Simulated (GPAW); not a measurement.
# free-standing square Co monolayer, spacing 2.5 A: cost and accuracy of the k mesh

Wanted: the cheapest choice of the k mesh that holds the magnetic results of free-standing square Co monolayer, spacing 2.5 A.

Main program and level: GPAW 26.7.0; PBE; plane waves with GPAW's PAW setups, scalar-relativistic.

### Step 1. The starting structure

The cell holds 1 atom: 1 Co. Cell: a = 2.500 Å, b = 2.500 Å, c = 14.000 Å, α = 90.0°, β = 90.0°, γ = 90.0°. model lattice. Vacuum lies along c.

### Step 2. Rung 1 (mesh 4×4×1), start ferro +

The ladder starts at a coarse mesh; cost grows with the number of points.

File order1.py:

```python
import json
import numpy as np
from ase import Atoms
from ase.parallel import paropen, parprint
from gpaw import GPAW

atoms = Atoms(['Co'],
    cell=[[2.5, 0.0, 0.0],
         [0.0, 2.5, 0.0],
         [0.0, 0.0, 14.0]],
    scaled_positions=[[0.0, 0.0, 0.5]],
    pbc=True,
    magmoms=[2.0])
atoms.calc = GPAW(mode={'name': 'pw', 'ecut': 550},
    xc='PBE',
    kpts={'size': (4, 4, 1), 'gamma': True},
    occupations={'name': 'fermi-dirac', 'width': 0.1},
    convergence={'density': 1e-05, 'energy': 1e-05},
    maxiter=200,
    symmetry={'tolerance': 1e-4},
    txt='order1.txt')
e = atoms.get_potential_energy(force_consistent=True)
res = {'free_energy': e, 'energy_sigma0': atoms.get_potential_energy(), 'fermi_energy': atoms.calc.get_fermi_level()}
res['moments'] = atoms.get_magnetic_moments().tolist()
res['total'] = atoms.get_magnetic_moment()
parprint('site moments (muB):', np.round(res['moments'], 3))
parprint(f"total moment: {res['total']:.3f} muB")
parprint(f'free energy: {e:.6f} eV')
atoms.calc.write('order1.gpw')
with paropen('results.json', 'w') as f:
    json.dump(res, f)
```

Run with:

```
$ OMP_NUM_THREADS=1 python3 order1.py > order1.log
```

Numbers of over 12 decimals in the logs are rounded to 6 here.

The log of the run:

```text
site moments (muB): [2.012]
total moment: 2.077 muB
free energy: -6.377526 eV

--- order1.txt ---
Input parameters:
  mode=PW(ecut=550),
  convergence={'density': 1e-05, 'energy': 1e-05},
  kpts=MonkhorstPack(size=(4, 4, 1), gamma=True),
  maxiter=200,
  occupations=Occupations(name='fermi-dirac', width=0.1),
  symmetry=Symmetry(tolerance=0.0001),
  xc=XC(name='PBE')

Diagonalizing LCAO Hamiltonian
Converting LCAO to pw mode
   .-----.
  /|     |
 * |     |
 | |     |
 | |     |
 | |     |
 | |     |
 | |     |
 | |     |
 | |     |
 Co|     |
 | |     |
 | |     |
 | |     |
 | |     |
 | |     |
 | |     |
 | .-----.
 |/     /
 *-----*

Atoms  # Å, Bohr magnetons
|   | symbol |        x |        y |        z |    initial magnetic moments |
|---|--------|----------|----------|----------|-----------------------------|
| 0 |     Co | 0.000000 | 0.000000 | 7.000000 | ( 0.0000,  0.0000,  2.0000) |

Unit cell  # Å
| periodic |        x |        y |         z |   lengths |    angles |
|----------|----------|----------|-----------|-----------|-----------|
|      yes | 2.500000 | 0.000000 |  0.000000 |  2.500000 | 90.000000 |
|      yes | 0.000000 | 2.500000 |  0.000000 |  2.500000 | 90.000000 |
|      yes | 0.000000 | 0.000000 | 14.000000 | 14.000000 | 90.000000 |

Number of symmetries: 16

BZ-sampling:
  Number of BZ points: 16
  Number of IBZ points: 6

  Monkhorst-Pack size: [4, 4, 1]
  Monkhorst-Pack shift: [0.125, 0.125, 0.0]

Plane wave coefficients: 2602
Cutoff: 550.0 eV

Spin-components: 2 (collinear spins)
Bands:           9
Projectors:      6
Spin-degeneracy: 1
Datatype:        complex128

Parallelization:
  kpt:    1
  domain: 1
  band:   1

Density:
  Valence electrons: 9.0
  Components: 2
  Grid points: [14 14 80]
  Charge: 0.0  # |e|

Potential:
  Grid points: [14 14 80]

[... setups left out ...]
Reference energy: -37902.709906  # eV

eigensolver:
  PPCG
  Converge bands: occupied
  niter=2

density mixing:
  MSR1-Mixer
  Pratt-step length: 0.05
  Maximum mixing coefficient: 0.75
  Old densities: 10
  SVD Regularization: 0.005
  Good broyden scale: 1.0
  Trust region scale: 1.0
  Backstep threshold: 4.0
  History deletion threshold: 6.0
  Fourier metric: weight=20.0, sigma=0.015

occupation numbers:
  Fermi-Dirac:
    width: 0.1000  # eV

poisson solver:
  ecut: 4400.0  # eV

xc functional:
  name: PBE with 2 nearest neighbor stencil

convergence criteria:
- Maximum integral of absolute [dens]ity change: 1e-05 electrons / valence electron
- Maximum [total energy] change in last 3 cyles: 1e-05 eV / valence electron
- Maximum integral of absolute [eigenst]ate change: 4e-08 eV^2 / valence electron
maximum number of iterations: 200

SCF iterations
|iter     |      energy | eigst |  dens |  magmom |
|---------|-------------|-------|-------|---------|
|iter:   1|       0s |   -6.548509 | +0.06 |       |  +2.0031|
|iter:   2|       1s |   -6.433882 | -1.21 | -0.87 |  +2.0067|
|iter:   3|       1s |   -6.281788 | -1.30 | -0.93 |  +2.0596|
|iter:   4|       1s |   -6.306156 | -2.03 | -1.21 |  +2.0918|
|iter:   5|       1s |   -6.331109 | -2.44 | -1.50 |  +2.1013|
|iter:   6|       2s |   -6.337168 | -3.24 | -1.91 |  +2.0987|
|iter:   7|       2s |   -6.340349 | -3.67 | -2.23 |  +2.0912|
|iter:   8|       2s |   -6.345850 | -3.38 | -2.45 |  +2.0810|
|iter:   9|       2s |   -6.348913 | -3.57 | -2.63 |  +2.0775|
|iter:  10|       2s |   -6.348243 | -4.44 | -2.88 |  +2.0807|
|iter:  11|       3s |   -6.348747 | -4.97 | -3.31 |  +2.0788|
|iter:  12|       3s |   -6.348674 | -5.93 | -3.48 |  +2.0778|
|iter:  13|       3s |   -6.348658c| -7.04 | -4.20 |  +2.0775|
|iter:  14|       3s |   -6.348690c| -7.43c| -4.74 |  +2.0774|
|iter:  15|       4s |   -6.348680c| -7.66c| -5.09c|  +2.0775|

Converged in 15 steps
Energy contributions relative to reference atoms: (reference = -37902.709906)

Energy contributions:
  Kinetic:           8.449911
  Coulomb:          -7.121089
  Zero:             -0.059543
  External:          0.000000
  Xc:               -7.589114
  Entropy:          -0.057692
  Spinorbit:         0.000000
  ----------------------------
  Free energy:      -6.377526
  Extrapolated:     -6.348680

dipole moment: (-6.691865, -6.691865, -0.000006)  # |e|*Ang

Total magnetic moment: (0.000000, 0.000000, 2.077478)

Local magnetic moments
|        x |        y |        z |
|----------|----------|----------|
| 0.000000 | 0.000000 | 2.011873 |  # Co   0

Fermi level: -2.535
Eigenvalues  # (at kpt = [0.000, 0.000, 0.000])
| band index |      eig [eV] | occ [0-1] |      eig [eV] | occ [0-1] |
|------------|---------------|-----------|---------------|-----------|
|          0 |        -7.756 |     1.000 |        -7.410 |     1.000 |
|          1 |        -5.693 |     1.000 |        -4.539 |     1.000 |
|          2 |        -5.290 |     1.000 |        -3.015 |     0.992 |
|          3 |        -3.937 |     1.000 |        -2.043 |     0.007 |
|          4 |        -3.937 |     1.000 |        -2.043 |     0.007 |
|          5 |        -3.880 |     1.000 |        -1.781 |     0.001 |
|          6 |        -1.978 |     0.004 |        -0.965 |     0.000 |
|          7 |         1.555 |     0.000 |         1.579 |     0.000 |
|          8 |         2.666 |     0.000 |         2.607 |     0.000 |

No gap
No difference between direct/indirect transitions
```

The job ended after 6.1 s (1 MPI rank of Intel Xeon 6975P-C (Granite Rapids), shared host; peak memory 0.16 GiB).

This step gave:

- magnetization: 2.077 μB
- final state: ferromagnetic
- largest moment: 2.012 μB

After 15 cycles the largest moment stands at 2.01 μB.

### Step 3. Rung 1 (mesh 2×4×1), start antiferro q=(1/2,1/2,0) +-

The second start gives the energy difference between the two end states, the quantity that is followed up the ladder. Its q is in fractions of the reciprocal vectors of the first run's cell.

File order2.py:

```python
import json
import numpy as np
from ase import Atoms
from ase.parallel import paropen, parprint
from gpaw import GPAW

atoms = Atoms(['Co', 'Co'],
    cell=[[5.0, 0.0, 0.0],
         [2.5, 2.5, 0.0],
         [0.0, 0.0, 14.0]],
    scaled_positions=[[0.0, 0.0, 0.5],
         [0.5, 0.0, 0.5]],
    pbc=True,
    magmoms=[2.0, -2.0])
atoms.calc = GPAW(mode={'name': 'pw', 'ecut': 550},
    xc='PBE',
    kpts={'size': (2, 4, 1), 'gamma': True},
    occupations={'name': 'fermi-dirac', 'width': 0.1},
    convergence={'density': 1e-05, 'energy': 1e-05},
    maxiter=200,
    symmetry={'tolerance': 1e-4},
    txt='order2.txt')
e = atoms.get_potential_energy(force_consistent=True)
res = {'free_energy': e, 'energy_sigma0': atoms.get_potential_energy(), 'fermi_energy': atoms.calc.get_fermi_level()}
res['moments'] = atoms.get_magnetic_moments().tolist()
res['total'] = atoms.get_magnetic_moment()
parprint('site moments (muB):', np.round(res['moments'], 3))
parprint(f"total moment: {res['total']:.3f} muB")
parprint(f'free energy: {e:.6f} eV')
atoms.calc.write('order2.gpw')
with paropen('results.json', 'w') as f:
    json.dump(res, f)
```

Run with:

```
$ OMP_NUM_THREADS=1 python3 order2.py > order2.log
```

The log of the run:

```text
UserWarning: Initial realspace grid (28,20,80) inconsistent with symmetries.
UserWarning: Using symmetrized grid: (28,28,80).

site moments (muB): [ 1.711 -1.712]
total moment: -0.000 muB
free energy: -12.131970 eV

--- order2.txt ---
Input parameters:
  mode=PW(ecut=550),
  convergence={'density': 1e-05, 'energy': 1e-05},
  kpts=MonkhorstPack(size=(2, 4, 1), gamma=True),
  maxiter=200,
  occupations=Occupations(name='fermi-dirac', width=0.1),
  symmetry=Symmetry(tolerance=0.0001),
  xc=XC(name='PBE')

Diagonalizing LCAO Hamiltonian
Converting LCAO to pw mode

       Co    Co

Atoms  # Å, Bohr magnetons
|   | symbol |        x |        y |        z |    initial magnetic moments |
|---|--------|----------|----------|----------|-----------------------------|
| 0 |     Co | 0.000000 | 0.000000 | 7.000000 | ( 0.0000,  0.0000,  2.0000) |
| 1 |     Co | 2.500000 | 0.000000 | 7.000000 | ( 0.0000,  0.0000, -2.0000) |

Number of symmetries: 8

BZ-sampling:
  Number of BZ points: 8
  Number of IBZ points: 5

  Monkhorst-Pack size: [2, 4, 1]
  Monkhorst-Pack shift: [0.25, 0.125, 0.0]

Plane wave coefficients: 5204
Cutoff: 550.0 eV

Spin-components: 2 (collinear spins)
Bands:           15
Projectors:      12
Spin-degeneracy: 1
Datatype:        complex128

Parallelization:
  kpt:    1
  domain: 1
  band:   1

Density:
  Valence electrons: 18.0
  Components: 2
  Grid points: [28 28 80]
  Charge: 0.0  # |e|

Potential:
  Grid points: [28 28 80]

[... setups left out ...]
Reference energy: -75805.419811  # eV

convergence criteria:
- Maximum integral of absolute [dens]ity change: 1e-05 electrons / valence electron
[...]
|iter:  15|      15s |  -12.049470 | -4.32 | -2.75 |  -0.0000|
|iter:  16|      16s |  -12.050909 | -4.84 | -3.01 |  -0.0001|
|iter:  17|      17s |  -12.050996 | -6.31 | -3.90 |  -0.0000|
|iter:  18|      18s |  -12.050974c| -7.42c| -4.34 |  -0.0001|
|iter:  19|      19s |  -12.050981c| -7.96c| -5.05c|  -0.0001|

Converged in 19 steps
Energy contributions relative to reference atoms: (reference = -75805.419811)

Energy contributions:
  Kinetic:          22.020473
  Coulomb:         -17.733707
  Zero:             -0.134941
  External:          0.000000
  Xc:              -16.121819
  Entropy:          -0.161977
  Spinorbit:         0.000000
  ----------------------------
  Free energy:     -12.131970
  Extrapolated:    -12.050981

dipole moment: (-26.731741, -13.365870, -0.000012)  # |e|*Ang

Total magnetic moment: (0.000000, 0.000000, -0.000061)

Local magnetic moments
|        x |        y |         z |
|----------|----------|-----------|
| 0.000000 | 0.000000 |  1.711453 |  # Co   0
| 0.000000 | 0.000000 | -1.711515 |  # Co   1

Fermi level: -2.287
Eigenvalues  # (at kpt = [0.000, 0.000, 0.000])
| band index |      eig [eV] | occ [0-1] |      eig [eV] | occ [0-1] |
|------------|---------------|-----------|---------------|-----------|
|          0 |        -7.482 |     1.000 |        -7.482 |     1.000 |
|          1 |        -5.660 |     1.000 |        -5.660 |     1.000 |
|          2 |        -5.076 |     1.000 |        -5.076 |     1.000 |
|          3 |        -4.847 |     1.000 |        -4.847 |     1.000 |
|          4 |        -4.082 |     1.000 |        -4.082 |     1.000 |
[...]
|         11 |        -1.581 |     0.001 |        -1.581 |     0.001 |
|         12 |         1.591 |     0.000 |         1.591 |     0.000 |
|         13 |         2.655 |     0.000 |         2.655 |     0.000 |
|         14 |         3.115 |     0.000 |         3.115 |     0.000 |

No gap
No difference between direct/indirect transitions
```

Run time: 23 s. Hardware: 1 MPI rank; peak memory 0.29 GiB.

This step gave:

* magnetization: 0 μB
* final state: antiferromagnetic
* largest moment: 1.712 μB

This start lies +311.5 meV a seeded atom from the first; its largest moment is 1.71 μB.

### Step 4. Rung 2 (mesh 6×6×1), start ferro +

order1.py is the script of step 2 with these lines changed:

```diff
@@ -15,3 +15,3 @@
     xc='PBE',
-    kpts={'size': (4, 4, 1), 'gamma': True},
+    kpts={'size': (6, 6, 1), 'gamma': True},
     occupations={'name': 'fermi-dirac', 'width': 0.1},
```

Run with:

```
$ OMP_NUM_THREADS=1 python3 order1.py > order1.log
```

The log of the run:

```text
site moments (muB): [2.123]
total moment: 2.166 muB
free energy: -6.293110 eV

--- order1.txt ---
Input parameters:
  mode=PW(ecut=550),
  convergence={'density': 1e-05, 'energy': 1e-05},
  kpts=MonkhorstPack(size=(6, 6, 1), gamma=True),
  maxiter=200,
  occupations=Occupations(name='fermi-dirac', width=0.1),
  symmetry=Symmetry(tolerance=0.0001),
  xc=XC(name='PBE')

Diagonalizing LCAO Hamiltonian
[...]
|          3 |        -4.304 |     1.000 |        -2.213 |     0.010 |
|          4 |        -4.304 |     1.000 |        -2.213 |     0.010 |
|          5 |        -4.184 |     1.000 |        -1.901 |     0.000 |
|          6 |        -2.017 |     0.001 |        -1.399 |     0.000 |
|          7 |         1.592 |     0.000 |         1.577 |     0.000 |
|          8 |         2.705 |     0.000 |         2.601 |     0.000 |

No gap
No difference between direct/indirect transitions


[key lines of the parts left out:]
Free energy:      -6.293110
Converged in 14 steps
dipole moment: (-6.697008, -6.697008, -0.000006)  # |e|*Ang
Fermi level: -2.676
```

It took 7.6 s on 1 MPI rank; peak memory 0.17 GiB.

Read from the output:

* magnetization: 2.166 μB
* final state: ferromagnetic
* largest moment: 2.123 μB

The largest moment moves by +0.11 μB from rung 1, at 1.3 times its CPU time.

### Step 5. Rung 2 (mesh 3×6×1), start antiferro q=(1/2,1/2,0) +-

order2.py is the script of step 3 with these lines changed:

```diff
@@ -16,3 +16,3 @@
     xc='PBE',
-    kpts={'size': (2, 4, 1), 'gamma': True},
+    kpts={'size': (3, 6, 1), 'gamma': True},
     occupations={'name': 'fermi-dirac', 'width': 0.1},
```

Run with:

```
$ OMP_NUM_THREADS=1 python3 order2.py > order2.log
```

The log of the run:

```text
UserWarning: Initial realspace grid (28,20,80) inconsistent with symmetries.
UserWarning: Using symmetrized grid: (28,28,80).

site moments (muB): [ 1.739 -1.739]
total moment: 0.000 muB
free energy: -11.824686 eV

--- order2.txt ---
Input parameters:
  mode=PW(ecut=550),
  convergence={'density': 1e-05, 'energy': 1e-05},
  kpts=MonkhorstPack(size=(3, 6, 1), gamma=True),
  maxiter=200,
[...]
|          3 |        -5.021 |     1.000 |        -5.021 |     1.000 |
|          4 |        -4.267 |     1.000 |        -4.267 |     1.000 |
[...]
|         11 |        -1.724 |     0.000 |        -1.724 |     0.000 |
|         12 |         1.585 |     0.000 |         1.585 |     0.000 |
|         13 |         2.648 |     0.000 |         2.648 |     0.000 |
|         14 |         3.110 |     0.000 |         3.110 |     0.000 |

No gap
No difference between direct/indirect transitions


[key lines of the parts left out:]
Free energy:     -11.824686
Converged in 18 steps
dipole moment: (-26.753478, -13.376734, -0.000012)  # |e|*Ang
Fermi level: -2.513
```

Wall time 32 s (1 MPI rank); peak memory 0.3 GiB.

This step gave:

- magnetization: 0 μB
- final state: antiferromagnetic
- largest moment: 1.739 μB

This start lies +380.8 meV a seeded atom from the first, a change of +69.2 meV since rung 1; its largest moment is 1.74 μB.

### Step 6. Rung 3 (mesh 8×8×1), start ferro +

order1.py is the script of step 4 with these lines changed:

```diff
@@ -15,3 +15,3 @@
     xc='PBE',
-    kpts={'size': (6, 6, 1), 'gamma': True},
+    kpts={'size': (8, 8, 1), 'gamma': True},
     occupations={'name': 'fermi-dirac', 'width': 0.1},
```

Run with:

```
$ OMP_NUM_THREADS=1 python3 order1.py > order1.log
```

The log of the run:

```text
site moments (muB): [2.094]
total moment: 2.120 muB
free energy: -6.267447 eV

--- order1.txt ---
Input parameters:
  mode=PW(ecut=550),
  convergence={'density': 1e-05, 'energy': 1e-05},
  kpts=MonkhorstPack(size=(8, 8, 1), gamma=True),
  maxiter=200,
  occupations=Occupations(name='fermi-dirac', width=0.1),
  symmetry=Symmetry(tolerance=0.0001),
  xc=XC(name='PBE')

Diagonalizing LCAO Hamiltonian
[...]
|          3 |        -4.239 |     1.000 |        -2.188 |     0.006 |
|          4 |        -4.239 |     1.000 |        -2.188 |     0.006 |
|          5 |        -4.040 |     1.000 |        -1.878 |     0.000 |
|          6 |        -2.000 |     0.001 |        -1.283 |     0.000 |
|          7 |         1.577 |     0.000 |         1.563 |     0.000 |
|          8 |         2.693 |     0.000 |         2.586 |     0.000 |

No gap
No difference between direct/indirect transitions


[key lines of the parts left out:]
Free energy:      -6.267447
Converged in 15 steps
dipole moment: (-6.697170, -6.697170, -0.000006)  # |e|*Ang
Fermi level: -2.698
```

The job ended after 9.4 s (1 MPI rank; peak memory 0.18 GiB).

Numbers from this step:

```
magnetization  : 2.120 μB
final state    : ferromagnetic
largest moment : 2.094 μB
```

The largest moment moves by -0.03 μB from rung 2, at 1.2 times its CPU time.

### Step 7. Rung 3 (mesh 4×8×1), start antiferro q=(1/2,1/2,0) +-

order2.py is the script of step 5 with these lines changed:

```diff
@@ -16,3 +16,3 @@
     xc='PBE',
-    kpts={'size': (3, 6, 1), 'gamma': True},
+    kpts={'size': (4, 8, 1), 'gamma': True},
     occupations={'name': 'fermi-dirac', 'width': 0.1},
```

Run with:

```
$ OMP_NUM_THREADS=1 python3 order2.py > order2.log
```

The log of the run:

```text
UserWarning: Initial realspace grid (28,20,80) inconsistent with symmetries.
UserWarning: Using symmetrized grid: (28,28,80).

site moments (muB): [ 1.664 -1.664]
total moment: 0.000 muB
free energy: -11.828628 eV

--- order2.txt ---
Input parameters:
  mode=PW(ecut=550),
  convergence={'density': 1e-05, 'energy': 1e-05},
  kpts=MonkhorstPack(size=(4, 8, 1), gamma=True),
  maxiter=200,
[...]
|          3 |        -4.963 |     1.000 |        -4.963 |     1.000 |
|          4 |        -4.207 |     1.000 |        -4.207 |     1.000 |
[...]
|         11 |        -1.678 |     0.000 |        -1.678 |     0.000 |
|         12 |         1.579 |     0.000 |         1.579 |     0.000 |
|         13 |         2.641 |     0.000 |         2.641 |     0.000 |
|         14 |         3.108 |     0.000 |         3.108 |     0.000 |

No gap
No difference between direct/indirect transitions


[key lines of the parts left out:]
Free energy:     -11.828628
Converged in 19 steps
dipole moment: (-26.741867, -13.370932, -0.000012)  # |e|*Ang
Fermi level: -2.493
```

Elapsed: 50 s, on 1 MPI rank; peak memory 0.32 GiB.

Read from the output:

```
magnetization  : 0 μB
final state    : antiferromagnetic
largest moment : 1.664 μB
```

This start lies +353.1 meV a seeded atom from the first, a change of -27.6 meV since rung 2; its largest moment is 1.66 μB.

### Step 8. Rung 4 (mesh 10×10×1), start ferro +

order1.py is the script of step 6 with these lines changed:

```diff
@@ -15,3 +15,3 @@
     xc='PBE',
-    kpts={'size': (8, 8, 1), 'gamma': True},
+    kpts={'size': (10, 10, 1), 'gamma': True},
     occupations={'name': 'fermi-dirac', 'width': 0.1},
```

Run with:

```
$ OMP_NUM_THREADS=1 python3 order1.py > order1.log
```

The log of the run:

```text
site moments (muB): [2.049]
total moment: 2.053 muB
free energy: -6.251984 eV

--- order1.txt ---
Input parameters:
  mode=PW(ecut=550),
  convergence={'density': 1e-05, 'energy': 1e-05},
  kpts=MonkhorstPack(size=(10, 10, 1), gamma=True),
  maxiter=200,
  occupations=Occupations(name='fermi-dirac', width=0.1),
  symmetry=Symmetry(tolerance=0.0001),
  xc=XC(name='PBE')

Diagonalizing LCAO Hamiltonian
[...]
|          3 |        -4.177 |     1.000 |        -2.150 |     0.007 |
|          4 |        -4.177 |     1.000 |        -2.150 |     0.007 |
|          5 |        -4.023 |     1.000 |        -1.913 |     0.001 |
|          6 |        -1.985 |     0.001 |        -1.329 |     0.000 |
|          7 |         1.592 |     0.000 |         1.563 |     0.000 |
|          8 |         2.707 |     0.000 |         2.582 |     0.000 |

No gap
No difference between direct/indirect transitions


[key lines of the parts left out:]
Free energy:      -6.251984
Converged in 15 steps
dipole moment: (-6.690409, -6.690409, -0.000006)  # |e|*Ang
Fermi level: -2.643
```

Run time: 12 s. Hardware: 1 MPI rank; peak memory 0.18 GiB.

This step gave:

* magnetization: 2.053 μB
* final state: ferromagnetic
* largest moment: 2.049 μB

The largest moment moves by -0.04 μB from rung 3, at 1.2 times its CPU time.

(Continued in part 2 of 2.)

[Logs and program files are shortened in this print: banners, set-up blocks, solver, clock and traceback lines can be left out without a mark of their own.]

[Logs are printed without paths, hosts, clocks, repeated set-up lines and the standing remarks that a program may print on its own settings, such as how far it seeks lower states.]

[Hosts, paths, dates, database ids (printed as entryN), source tags and the programs' standing remarks are cut or masked in the printed files.]

[Where a cell is said to come from a database of computed structures, the database is the Materials Project.]
